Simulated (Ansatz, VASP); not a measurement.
**TiB2: VASP beside Ansatz**

```
Ti B
1.0
     3.00887    0.00000    0.00000
    -1.50443    2.60576    0.00000
     0.00000    0.00000    3.20673
Ti B
1 2
Direct
  0.00000 0.00000 0.00000
  0.66667 0.33333 0.50000
  0.33333 0.66667 0.50000
```

Change from the starting cell: volume scaled by 0.98.

Alike in both runs: task single point; functional PBEsol; k mesh 10 × 10 × 8; occupations fermi-dirac, width 0.05 eV; no spin polarisation.

```csv
,VASP,Ansatz
version,VASP 6.6.1,Ansatz 0.2.0
potentials or method,"VASP PAW PBE potentials, release 64 (Ti_sv, B)",Ansatz PAW
plane-wave cutoff (eV),520,420
valence electrons in the cell,18,18
```

```tsv
	VASP	Ansatz	Ansatz less VASP
gap on the k mesh at the Fermi level (eV)	none	none	-
pressure (GPa)	0.5	0.1	-0.37
largest component of the traceless stress (GPa)	2.33	2.25	-0.080
```

A gap of «none» marks a metal or a gap that the smearing closes.

Caveats: the PAW data sets were made with another functional, which shifts forces and pressure a little (VASP); the PAW data sets come from PBE, with cores solved anew for the run's functional, which leaves a small shift of forces and pressure (Ansatz).
